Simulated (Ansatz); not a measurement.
# Si: one candidate structure

Where does Si go from the start given, alpha-boron type (R-3m, No. 166)?

Computed with Ansatz 0.2.0 (DFT PBE, scalar-relativistic, plane waves, PAW, unless a step's input says otherwise).

8 further runs of the same task are left out: 8 set aside as unsound or not needed.

## (1) The starting structure

The structure is trigonal, space group R-3m (No. 166). Conventional cell: a = 7.039 Å, b = 7.039 Å, c = 18.006 Å, α = 90.00°, β = 90.00°, γ = 120.00°. Si (site symmetry m) is surrounded by 6 Si at 2.39 to 2.59 Å. Si (site symmetry m) is surrounded by 7 Si at 2.55 to 2.88 Å.

Structure file:

```xyz
12
Lattice="3.5195 2.0320 6.0021 -3.5195 2.0320 6.0021 0.0000 -4.0639 6.0021" Properties=species:S:1:pos:R:3 pbc="T T T"
Si   -2.2645    1.3074    4.0454
Si    0.0000   -2.6148    4.0454
Si    2.2645    1.3074    4.0454
Si    2.2645   -1.3074   13.9610
Si   -2.2645   -1.3074   13.9610
Si    0.0000    2.6148   13.9610
Si   -1.4409    0.8319    6.4400
Si    0.0000   -1.6639    6.4400
Si    1.4409    0.8319    6.4400
Si    1.4409   -0.8319   11.5663
Si   -1.4409   -0.8319   11.5663
Si    0.0000    1.6639   11.5663
```

(A quick probe on a coarse mesh, which set the mesh and smearing, is not shown.)

## (3) Rough relaxation on the coarse mesh

The input, input.yaml:

```yaml
crystal:
  lattice:
    - [3.5194798818, 2.0319726572, 6.0021285994]
    - [-3.5194798818, 2.0319726572, 6.0021285994]
    - [0.0, -4.0639453143, 6.0021285994]
  atoms:
    - { symbol: Si, position: [0.01019, 0.65361, 0.01019] }
    - { symbol: Si, position: [0.01019, 0.01019, 0.65361] }
    - { symbol: Si, position: [0.65361, 0.01019, 0.01019] }
    - { symbol: Si, position: [0.98981, 0.34639, 0.98981] }
    - { symbol: Si, position: [0.34639, 0.98981, 0.98981] }
    - { symbol: Si, position: [0.98981, 0.98981, 0.34639] }
    - { symbol: Si, position: [0.22118, 0.6306, 0.22118] }
    - { symbol: Si, position: [0.22118, 0.22118, 0.6306] }
    - { symbol: Si, position: [0.6306, 0.22118, 0.22118] }
    - { symbol: Si, position: [0.77882, 0.3694, 0.77882] }
    - { symbol: Si, position: [0.3694, 0.77882, 0.77882] }
    - { symbol: Si, position: [0.77882, 0.77882, 0.3694] }
basis:
  ecutwfc: 420
kpoints:
  mp_grid: { grid: [3, 3, 3] }
hamiltonian:
  xc: pbe
scf:
  occupations: { method: gaussian, width: 0.1 }
  lower_state_search: "off"
output:
  forces: true
  stress: true
  eigenvalues: true
relax:
  adjacent_minimum: "off"
  f_tol: 0.04
  max_steps: 70
  cell: { stress_tol: 0.4 }
```

Further runs follow: the relaxation; relaxation repeated from the new cell.

Q: Predict the outcome of this session.

As calculated:

```
           quantity                                                                        value
cell (conventional)  a = 5.183 Å, b = 5.183 Å, c = 26.246 Å, α = 90.00°, β = 90.00°, γ = 120.00°
        space group                                                               R-3m (No. 166)
             volume                                                                16.96 Å³/atom
    gap on the mesh                                                                 none (metal)
```

In words: The space group stayed R-3m, and from the first guess the volume went from 21.46 to 16.96 Å³/atom.
